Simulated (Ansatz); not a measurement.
Consider the formal exchange of groups at the Sn–C bond: `[CH3][SnH]([CH3])[AlH2]` + acetic acid → `[CH3][SnH]([OH])[AlH2]` + acetone.

Program: Ansatz. Geometries: PBE0-D4/def2-TZVP. ΔE: electronic, gas phase. CCSD(T)/CBS is the MP2 limit (def2-TZVPP, def2-QZVPP) plus CCSD(T) − MP2 in def2-TZVPP, frozen cores. DFT in def2-TZVPP. def2 core potentials past Kr. For Sn outer-core shells are correlated without core-valence functions, which leaves a few kJ/mol of doubt a bond. One conformer a species, not always the lowest.

```tsv
level	ΔE (kcal/mol)
PBE0-D4	4.0
ωB97X-V	2.3
PBE	3.3
r2SCAN	3.0
SCS-MP2/def2-TZVPP	1.8
CCSD/def2-TZVPP	2.5
HF/def2-QZVPP	0.7
HF/CBS(def2)	0.7
```

Task: What does CCSD(T)/CBS give? (An estimate is asked.)

Result: Computed: +1.2 kcal/mol. The listed levels differ from it by 2.8, 1.1, 2.1, 1.8, 0.6, 1.3, -0.5, -0.5 kcal/mol.

Largest T1 diagnostic among the species: 0.015.

In def2-TZVPP, CCSD(T) changes the Hartree–Fock value by +1.4 kcal/mol (the triples alone add +0.3 kcal/mol) and MP2 by +1.7 kcal/mol.

CCSD(T)/CBS has its own doubt, a few kJ/mol and more with outer-core shells, so smaller differences from it don't rank the levels.
